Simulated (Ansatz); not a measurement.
Runs of Ansatz 0.2.0 on C. The cell holds a slab with vacuum, 2 atoms: a = 2.456 Å, b = 2.456 Å, c = 8.524 Å, α = 90.00°, β = 90.00°, γ = 120.00°. 

```tsv
level	k mesh	cutoff (eV)	mesh quality	V0 of scaled cells (Å³/atom)	B0 (GPa)
LDA	12 × 12 × 3	420	not flagged	(a)	114
r2SCAN	12 × 12 × 3	500	not flagged	22.26	113
PBEsol	12 × 12 × 3	420	not flagged	22.34	110
HSE06	8 × 8 × 2	420	coarse	(b)	116
PBE0	6 × 6 × 2	420	coarse	22.11	116
```

Alike in all rows: task equation of state; potentials or basis Ansatz PAW; no spin polarisation; cell as given; smearing fermi-dirac 0.05 eV.

Fill in the values left out.

(a) 21.96; (b) 22.09.

Caveats: some runs use coarse meshes; the cell was scaled at fixed shape and fractional positions, which overstates the stiffness of a crystal with free parameters, most of all of layers and chains; the PAW data sets come from PBE, with cores solved anew for the run's functional, which leaves a small shift of forces and pressure.

Not every run made on this cell is shown here.
